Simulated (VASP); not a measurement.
**HCl: relaxation of cell and atoms with LDA**

The system is HCl.

```
CELL_PARAMETERS angstrom
-1.80378 1.80357 2.49537
1.80378 -1.80357 2.49537
1.80378 1.80357 -2.49537
ATOMIC_POSITIONS crystal
H 0.70297 0.70297 0.00000
Cl 0.96503 0.96503 0.00000
```

The cell comes from a database or a generator and needn't be the stable form of this composition.

```yaml
Program: VASP 6.6.1
Task: relaxation of cell and atoms
Functional: LDA
Potentials_or_basis: VASP PAW LDA potentials, release 64 (H, Cl)
Cutoff: 600 eV
k_mesh: 10 × 10 × 10
Occupations: gaussian, width 0.02 eV
Spin: no spin polarisation
Dipole_correction: no
Further_INCAR_settings: ALGO = Fast; EDIFF = 1e-06; IBRION = 2; EDIFFG = -0.005; NSW = 100; ISIF = 3
```

| Quantity | Value |
| --- | --- |
| Relaxed volume | 16.22 Å³/atom |
| Relaxed cell | a = 3.567 Å, b = 3.567 Å, c = 3.567 Å, α = 119.25°, β = 119.26°, γ = 91.30° |
| Space group after relaxing (to 0.05 Å) | I4mm (No. 107) |
| Energy gained by relaxing | 0.1 meV/atom |
| Ionic steps | 3 |
| Pressure after relaxing | 0.0 GPa |
| Band gap on the k mesh | 4.57 eV, indirect (least direct gap 4.80 eV) |

Step by step:
| step | energy change (eV) | largest force (eV/Å) | pressure (GPa) | volume (Å³) |
| --- | --- | --- | --- | --- |
| 1 | 0.0000 | 0.0909 | -0.19 | 32.47 |
| 2 | 0.0009 | 0.2372 | 0.54 | 32.38 |
| 3 | -0.0002 | 0.0002 | 0.00 | 32.45 |

Final structure:
```yaml
crystal:
  lattice:
    - [-1.80375, 1.80354, 2.49347]
    - [1.80375, -1.80354, 2.49347]
    - [1.80375, 1.80354, -2.49347]
  atoms:
    - { symbol: H, position: [0.70321, 0.70321, 0.00000] }
    - { symbol: Cl, position: [0.96479, 0.96479, 0.00000] }
```

Levels at points of the mesh, in eV from the valence-band top:
```
           k point  band 1  band 2  band 3  band 4  band 5  band 6  band 7  band 8
(0.00, 0.00, 0.00)  -14.76   -3.53    0.00    0.00    4.80   10.82   11.71   11.71
(0.50, 0.00, 0.00)  -14.10   -5.16   -1.45   -0.39    6.85    8.80   11.52   11.70
(0.00, 0.50, 0.00)  -14.10   -5.16   -1.45   -0.39    6.85    8.81   11.53   11.70
(0.50, 0.50, 0.00)  -13.95   -4.45   -2.67   -0.83    5.08    8.34   13.77   13.98
(0.50, 0.50, 0.50)  -13.77   -5.81   -1.10   -1.10    4.57    9.05   13.46   17.26
```

Run time: 75 s on 1 thread of Intel(R) Xeon(R) Platinum 8488C (Sapphire Rapids) (shared host), peak memory 0.18 GiB.

A k mesh can miss the band edges. Expect the measured gap to be larger: semilocal functionals such as LDA lack the derivative discontinuity.
